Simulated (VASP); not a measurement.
# Co: formation energy of interstitial C, part 2 of 4

How easily does interstitial C form in Co? The host is relaxed first, then a supercell is run with and without the defect.

VASP 6.6.1, plane waves and PAW; the level of theory is named at each step.

Still holding for the runs below: The magnetic state follows from one typed start and may not be the lowest.

So far. Step 2 (Relaxing the host crystal): The run ended after 5 ionic steps, 0.078 eV below its first step, once forces and stress met EDIFFG = -0.02. The relaxed cell has a = 2.453, c = 3.959 Å (conventional setting).

**3. Relax the host again, on a new basis**

Level of this step: PBEsol, spin-polarised from a ferromagnetic start; plane waves and PAW (Co) (VASP).

The volume changed by more than 5 %, so the plane waves of the start no longer fit; a second relaxation removes that error.

Contents of INCAR:

```
SYSTEM = Co
PREC = Accurate
ENCUT = 400
EDIFF = 1E-06
NELM = 120
ISMEAR = 1
SIGMA = 0.15
LREAL = .FALSE.
ALGO = Normal
GGA = PS
NBANDS = 19
ISPIN = 2
MAGMOM = 2 2
LASPH = .TRUE.
LMAXMIX = 4
LORBIT = 11
LWAVE = .FALSE.
LCHARG = .FALSE.
KPAR = 8
IBRION = 2
NSW = 30
ISIF = 3
EDIFFG = -0.02
POTIM = 0.4
```

Contents of POSCAR:

```
Co
1.0
    2.4532079153      0.0000000000      0.0000000000
   -1.2266039576      2.1245403754      0.0000000000
    0.0000000000      0.0000000000      3.9593265010
Co
2
Direct
    0.0000000000      0.0000000000      0.0000000000
    0.3333333333      0.6666666667      0.5000000000
```

Contents of KPOINTS:

```
Automatic mesh
0
Gamma
15 15 8
0 0 0
```

Potentials, in the order of the species: Co (PBE family, release 64).

Started as:

```sh
$ mpirun -np 8 vasp_std
```

The log of the run:

```text
[banner, memory and clock lines left out]
running    8 mpi-ranks, on    1 nodes
 distrk:  each k-point on    1 cores,    8 groups
 distr:  one band on    1 cores,    1 groups

 POSCAR found type information on POSCAR Co
 POSCAR found :  1 types and       2 ions
 [... a notice as in an earlier step ...]

 [... a notice as in an earlier step ...]

 LDA part: xc-table for (Slater+PW92), standard interpolation
 POSCAR, INCAR and KPOINTS ok, starting setup
 FFT: planning ... GRIDC
 FFT: planning ... GRID_SOFT
 FFT: planning ... GRID
 WAVECAR not read
 entering main loop
       N       E                     dE             d eps       ncg     rms          rms(c)
DAV:   1     0.732829739966E+02    0.73283E+02   -0.65678E+03 10844   0.104E+03
DAV:   2    -0.144968166368E+02   -0.87780E+02   -0.79455E+02 10458   0.204E+02
DAV:   3    -0.178587086154E+02   -0.33619E+01   -0.32572E+01 11389   0.501E+01
DAV:   4    -0.179175268499E+02   -0.58818E-01   -0.58768E-01 13151   0.561E+00
DAV:   5    -0.179188142003E+02   -0.12874E-02   -0.12872E-02 11905   0.711E-01    0.167E+01
DAV:   6    -0.158968366391E+02    0.20220E+01   -0.86187E+00 11294   0.616E+01    0.659E+00
DAV:   7    -0.155205948808E+02    0.37624E+00   -0.12476E+00 12011   0.214E+01    0.397E+00
DAV:   8    -0.154937882437E+02    0.26807E-01   -0.15947E-02 14689   0.130E+00    0.183E+00
DAV:   9    -0.154768892039E+02    0.16899E-01   -0.27875E-03 16732   0.994E-01    0.481E-01
DAV:  10    -0.154762003375E+02    0.68887E-03   -0.53828E-04 13578   0.285E-01    0.135E-01
DAV:  11    -0.154761356381E+02    0.64699E-04   -0.49886E-05 14842   0.108E-01    0.288E-02
DAV:  12    -0.154761310260E+02    0.46121E-05   -0.51940E-06 10915   0.206E-02    0.171E-02
DAV:  13    -0.154761300765E+02    0.94949E-06   -0.17817E-06  8526   0.167E-02
   1 F= -.15476130E+02 E0= -.15476647E+02  d E =-.154761E+02  mag=     3.1645
 curvature:   0.00 expect dE= 0.000E+00 dE for cont linesearch  0.000E+00
 trial: gam= 0.00000 g(F)=  0.383E-47 g(S)=  0.184E-04 ort = 0.000E+00 (trialstep = 0.100E+01)
 search vector abs. value=  0.184E-04
 reached required accuracy - stopping structural energy minimisation
```

Elapsed: 14 s, on 8 MPI ranks of AMD EPYC 7R43, shared host; peak memory 1 GiB; 1.8 min of CPU time.

OUTCAR, selected parts (step 3):

```text
  LATTYP: Found a hexagonal cell.
 ALAT       =     2.4532079153
 C/A-ratio  =     1.6139384177

 Found    135 irreducible k-points:

   ENCUT  =  400.0 eV  29.40 Ry    5.42 a.u.   4.00  4.00  6.46*2*pi/ulx,y,z

   NELECT =      18.0000    total number of electrons

 E-fermi :  10.7877

 spin component 1
 k-point     1 :       0.0000    0.0000    0.0000
  band No.  band energies     occupation
    ...
      8       8.8717      1.00000
      9       8.8717      1.00000
     10      10.0762      1.00000
     11      10.0762      1.00000
     12      10.6549      1.00878
     13      17.6197      0.00000
     14      33.1157      0.00000
     15      36.1551      0.00000
     16      36.1551      0.00000
     17      36.3833      0.00000
    ...

 k-point     2 :       0.0667    0.0000    0.0000
  band No.  band energies     occupation
    ...
      7       8.5700      1.00000
      8       8.7770      1.00000
      9       8.8210      1.00000
     10       9.3701      1.00000
     11      10.0984      1.00000
     12      11.5612     -0.00000
     13      17.6434      0.00000
     14      32.0512      0.00000
     15      34.1156      0.00000
     16      34.4651      0.00000
    ...

 k-point     3 :       0.1333    0.0000    0.0000
  band No.  band energies     occupation
    ...
      7       8.5525      1.00000
      8       8.6882      1.00000
      9       8.7706      1.00000
     10       8.9198      1.00000
     11      10.1512      1.00000
     12      12.8426     -0.00000
     13      17.7235      0.00000
     14      29.1782      0.00000
     15      32.4258      0.00000
     16      33.1984      0.00000
    ...

 k-point     4 :       0.2000    0.0000    0.0000
  band No.  band energies     occupation
    ...
      7       8.7342      1.00000
      8       8.8127      1.00000
      9       8.8439      1.00000
     10       9.0760      1.00000
     11      10.2100      1.00000
     12      14.2625      0.00000
     13      17.8807      0.00000
     14      26.0721      0.00000
     15      30.5588      0.00000
     16      32.4504      0.00000
    ...

  Total        0.0131591      0.0131591     -0.0246243      0.0000000      0.0000000      0.0000000
  in kB        1.0216839      1.0216839     -1.9118523      0.0000000      0.0000000      0.0000000
  external PRESSURE =       0.0438385 kB  Pullay stress =       0.0000000 kB

  energy-cutoff  :      400.00
  volume of cell :       20.64
      direct lattice vectors                 reciprocal lattice vectors
     2.453207915  0.000000000  0.000000000     0.407629534  0.235345021  0.000000000
    -1.226603958  2.124540375  0.000000000     0.000000000  0.470690043  0.000000000
     0.000000000  0.000000000  3.959326501     0.000000000  0.000000000  0.252568208

 POSITION                                       TOTAL-FORCE (eV/Angst)
 -----------------------------------------------------------------------------------
      0.00000      0.00000      0.00000        -0.000000      0.000000      0.000000
     -0.00000      1.41636      1.97966         0.000000     -0.000000      0.000000
 -----------------------------------------------------------------------------------
    total drift:                                0.000000     -0.000000     -0.000000

  FREE ENERGIE OF THE ION-ELECTRON SYSTEM (eV)
  ---------------------------------------------------
  free  energy   TOTEN  =       -15.4761300765 eV

  energy  without entropy=      -15.4776816472  energy(sigma->0) =      -15.47664727

 total charge
# of ion       s       p       d       tot
------------------------------------------
    1        0.511   0.570   7.290   8.371
    2        0.511   0.570   7.290   8.371
--------------------------------------------------
tot          1.023   1.141  14.580  16.743

[... 6 parts as in an earlier step ...]

[... 11 further parts left out ...]
```

Little changed from the start: no atom moved by 0.005 Å and no cell edge by 0.1 %.

This step gave:

```yaml
electronic_cycles: 13
```

The start already met the threshold, so nothing moved.

**4. The supercell without the defect**

System of this step: Co. It takes space group P6_3/mmc (No. 194, hexagonal). The conventional cell has a = 2.453 Å, b = 2.453 Å, c = 3.959 Å, α = 90.00°, β = 90.00°, γ = 120.00°. Nearest to Co lie 12 Co at 2.43 to 2.45 Å.

The same cell, mesh and cutoff without the defect give the energy to subtract and, in a gapped host, the band edges to count from, so that most errors cancel.

Contents of INCAR:

```
SYSTEM = Co
PREC = Normal
ENCUT = 400
EDIFF = 1E-05
NELM = 120
ISMEAR = 1
SIGMA = 0.2
LREAL = Auto
ALGO = Fast
GGA = PS
NBANDS = 234
ISPIN = 2
MAGMOM = 2 2 2 2 2 2 2 2 2 2 2 2 2 2 2 2 2 2 2 2 2 2 2 2 2 2 2 2 2 2 2 2 2 2 2 2
LASPH = .TRUE.
LMAXMIX = 4
LORBIT = 11
LWAVE = .FALSE.
LCHARG = .FALSE.
KPAR = 4
NCORE = 2
```

Contents of POSCAR:

```
Co
1.0
    7.3596237459      0.0000000000      0.0000000000
   -3.6798118728      6.3736211262      0.0000000000
    0.0000000000      0.0000000000      7.9186530020
Co
36
Direct
    0.0000000000      0.0000000000      0.0000000000
    0.0000000000      0.0000000000      0.5000000000
    0.0000000000      0.3333333333      0.0000000000
    0.0000000000      0.3333333333      0.5000000000
    0.0000000000      0.6666666667      0.0000000000
    0.0000000000      0.6666666667      0.5000000000
    0.3333333333      0.0000000000      0.0000000000
    0.3333333333      0.0000000000      0.5000000000
    0.3333333333      0.3333333333      0.0000000000
    0.3333333333      0.3333333333      0.5000000000
    0.3333333333      0.6666666667      0.0000000000
    0.3333333333      0.6666666667      0.5000000000
    0.6666666667      0.0000000000      0.0000000000
    0.6666666667      0.0000000000      0.5000000000
    0.6666666667      0.3333333333      0.0000000000
    0.6666666667      0.3333333333      0.5000000000
    0.6666666667      0.6666666667      0.0000000000
    0.6666666667      0.6666666667      0.5000000000
    0.1111111111      0.2222222222      0.2500000000
    0.1111111111      0.2222222222      0.7500000000
    0.1111111111      0.5555555556      0.2500000000
    0.1111111111      0.5555555556      0.7500000000
    0.1111111111      0.8888888889      0.2500000000
    0.1111111111      0.8888888889      0.7500000000
    0.4444444444      0.2222222222      0.2500000000
    0.4444444444      0.2222222222      0.7500000000
    0.4444444444      0.5555555556      0.2500000000
    0.4444444444      0.5555555556      0.7500000000
    0.4444444444      0.8888888889      0.2500000000
    0.4444444444      0.8888888889      0.7500000000
    0.7777777778      0.2222222222      0.2500000000
    0.7777777778      0.2222222222      0.7500000000
    0.7777777778      0.5555555556      0.2500000000
    0.7777777778      0.5555555556      0.7500000000
    0.7777777778      0.8888888889      0.2500000000
    0.7777777778      0.8888888889      0.7500000000
```

Contents of KPOINTS:

```
Automatic mesh
0
Gamma
5 5 4
0 0 0
```

Started as:

```sh
$ mpirun -np 8 vasp_std
```

The log of the run:

```text
[banner, memory and clock lines left out]
running    8 mpi-ranks, on    1 nodes
 distrk:  each k-point on    2 cores,    4 groups
 distr:  one band on    2 cores,    1 groups

 POSCAR found type information on POSCAR Co
 POSCAR found :  1 types and      36 ions
 [... a notice as in an earlier step ...]

 LDA part: xc-table for (Slater+PW92), standard interpolation
 POSCAR, INCAR and KPOINTS ok, starting setup
 FFT: planning ... GRIDC
 FFT: planning ... GRID_SOFT
 FFT: planning ... GRID
 WAVECAR not read
 entering main loop
       N       E                     dE             d eps       ncg     rms          rms(c)
DAV:   1     0.255570009361E+04    0.25557E+04   -0.10668E+05 14040   0.159E+03
DAV:   2     0.100725353593E+02   -0.25456E+04   -0.23757E+04 14040   0.361E+02
DAV:   3    -0.306144314122E+03   -0.31622E+03   -0.24733E+03 14042   0.161E+02
DAV:   4    -0.322244825307E+03   -0.16101E+02   -0.15694E+02 14904   0.441E+01
DAV:   5    -0.322539442666E+03   -0.29462E+00   -0.29445E+00 20912   0.474E+00    0.708E+01
RMM:   6    -0.284144055873E+03    0.38395E+02   -0.33823E+02 14558   0.722E+01    0.301E+01
RMM:   7    -0.279244703389E+03    0.48994E+01   -0.49617E+01 14440   0.309E+01    0.192E+01
RMM:   8    -0.278826401451E+03    0.41830E+00   -0.22081E+00 15456   0.267E+00    0.713E+00
RMM:   9    -0.278571315376E+03    0.25509E+00   -0.57972E-01 16138   0.133E+00    0.199E+00
RMM:  10    -0.278571108488E+03    0.20689E-03   -0.69728E-02 16586   0.713E-01    0.814E-01
RMM:  11    -0.278573651096E+03   -0.25426E-02   -0.24489E-02 17246   0.344E-01    0.270E-01
RMM:  12    -0.278574425069E+03   -0.77397E-03   -0.52421E-03 18862   0.171E-01    0.245E-01
RMM:  13    -0.278574440160E+03   -0.15091E-04   -0.14453E-03 16400   0.102E-01    0.106E-01
RMM:  14    -0.278574481234E+03   -0.41074E-04   -0.45646E-04 17541   0.571E-02    0.157E-02
RMM:  15    -0.278574493379E+03   -0.12145E-04   -0.17111E-04 13531   0.194E-02    0.142E-02
RMM:  16    -0.278574496264E+03   -0.28851E-05   -0.21762E-05  9250   0.859E-03
   1 F= -.27857450E+03 E0= -.27858438E+03  d E =0.296536E-01  mag=    57.0007
```

Wall time 5.2 min (8 MPI ranks); peak memory 4.5 GiB; 41 min of CPU time.

[end of part 2 of 4]

[Lines on the potential files, build, host, timing and source positions are cut from VASP's logs without a mark.]

[Logs are printed without paths, hosts, clocks, repeated set-up lines and the standing remarks that a program may print on its own settings, such as how far it seeks lower states.]

[Hosts, paths, dates, database ids (printed as entryN), source tags and the programs' standing remarks are cut or masked in the printed files.]

[In band tables of VASP the shares of atoms and orbitals are scaled to a sum of 1 inside the atoms' spheres.]

[Runs that stopped without an error message from VASP are left out.]
